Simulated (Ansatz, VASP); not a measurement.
# Ti4O in VASP and in Ansatz

```
Ti O
1.0
     3.25534    0.00000    0.00000
     0.00000    3.25534    0.00000
     0.00000    0.00000   20.17937
Ti O
4 1
Direct
  0.50000 0.50000 0.19822
  0.00000 0.00000 0.27888
  0.50000 0.50000 0.35519
  0.00000 0.00000 0.43011
  0.00000 0.37500 0.48577
```

Alike in both runs: functional PBE; k mesh 8 × 8 × 1; occupations gaussian, width 0.1 eV; no spin polarisation.

Ansatz relaxed the structure, and its values are those at the end. VASP's run is a single point on that final structure, the one shown.

```csv
,VASP,Ansatz
version,VASP 6.6.1,Ansatz 0.2.0
potentials or method,"VASP PAW PBE potentials, release 64 (Ti_sv, O)","scalar-relativistic, plane waves, PAW"
plane-wave cutoff (eV),520,420
valence electrons in the cell,54,54
```

```csv
,VASP,Ansatz,Ansatz less VASP
gap on the k mesh at the Fermi level (eV),none,none,-
rms of the force components (eV/Å),1.337,1.289,-0.0486
```

A gap of «none» marks a metal or a gap that the smearing closes.

Caveats: semilocal functionals often make such compounds metallic where correlation or magnetic order opens a gap, which also shifts bond lengths.
